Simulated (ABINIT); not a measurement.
Zn:

```
Zn
1.0
    -1.56904    1.56904    1.56904
     1.56904   -1.56904    1.56904
     1.56904    1.56904   -1.56904
Zn
1
Direct
  0.00000 0.00000 0.00000
```

This isn't the form of Zn at room conditions, which is hcp.

* Program: ABINIT 10.8.3 (patched build)
* Task: relaxation of cell and atoms
* Functional: LDA
* Potentials or basis: JTH PAW LDA v2.0
* Cutoff: 599 eV
* k mesh: 9 × 9 × 9
* Occupations: fermi-dirac, width 0.05 eV
* Spin: no spin polarisation

At the start: pressure -8.7 GPa; volume 15.45 Å³/atom.

Problem. How do energy, volume and symmetry change on relaxing?

Solution. Over 6 steps the energy falls by 55.2 meV/atom and the volume is 13.66 Å³/atom (-11.6 %); space group Im-3m (No. 229, to 0.05 Å).

Step by step:
```csv
step,energy change (eV),largest force (eV/Å),pressure (GPa),volume (Å³)
1,0.0000,0.0000,-8.73,15.45
2,-0.0206,0.0000,-7.35,15.04
3,-0.0516,0.0000,3.11,13.27
4,-0.0551,0.0000,-0.53,13.74
5,-0.0552,0.0000,-0.05,13.67
6,-0.0552,0.0000,0.00,13.66
```

Final structure:
```cif
data_structure
_symmetry_space_group_name_H-M 'P 1'
_symmetry_Int_Tables_number 1
_cell_length_a 2.6083
_cell_length_b 2.6083
_cell_length_c 2.6083
_cell_angle_alpha 109.471
_cell_angle_beta 109.471
_cell_angle_gamma 109.471
_cell_volume 13.66
loop_
_atom_site_label
_atom_site_type_symbol
_atom_site_fract_x
_atom_site_fract_y
_atom_site_fract_z
_atom_site_occupancy
Zn1 Zn 0.00000 0.00000 0.00000 1
```
